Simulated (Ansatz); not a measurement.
Runs of Ansatz 0.2.0 on Pt. It takes space group Fm-3m (No. 225, cubic). The conventional cell has a = 3.922 Å, b = 3.922 Å, c = 3.922 Å, α = 90.00°, β = 90.00°, γ = 90.00°. Around Pt (site symmetry m-3m) lie 12 Pt at 2.77 Å. 

```csv
task,level,cell,k mesh,cutoff (eV),smearing,basis error allowed,gap on the mesh (eV),pressure (GPa),relaxed volume (Å³/atom)
relaxation of cell and atoms,BLYP+D4,relaxed,12 × 12 × 12,-,fermi-dirac 0.05 eV,0.001 eV/atom,-,0.0,15.64
relaxation of cell and atoms,revPBE+D3(BJ),relaxed,12 × 12 × 12,-,fermi-dirac 0.05 eV,0.001 eV/atom,-,0.0,(b)
single point,RPBE,the cell as VASP's run set it,12 × 12 × 12,271,gaussian 0.02 eV,0.001 eV/atom,none,14.4,-
band structure,LDA,as given,12 × 12 × 12,270,fermi-dirac 0.05 eV,0.001 eV/atom,-,-6.0,-
relaxation of cell and atoms,PBEsol+D4,relaxed,12 × 12 × 12,-,fermi-dirac 0.05 eV,0.001 eV/atom,-,0.0,14.82
relaxation of cell and atoms,PBE+D3(BJ),relaxed,12 × 12 × 12,-,fermi-dirac 0.05 eV,0.001 eV/atom,-,0.0,(a)
single point,PBE,as given,8 × 8 × 8,232,fermi-dirac 0.04 eV,0.004 eV/atom,none,9.4,-
```

Alike in all rows: potentials or basis all-electron LAPW, scalar-relativistic; no spin polarisation.

Problem. Estimate the missing entries.

Solution. (a) 15.17; (b) 14.91.

Caveats: spin-orbit coupling is left out, which moves the levels of the heavy elements (some runs); the k mesh is thin for a metal, which can move the energy by tens of meV per atom (some runs).

A k mesh can miss the band edges, and the runs leave out spin-orbit coupling on Pt.

A gap of «none» marks a metal or a gap under the smearing width.
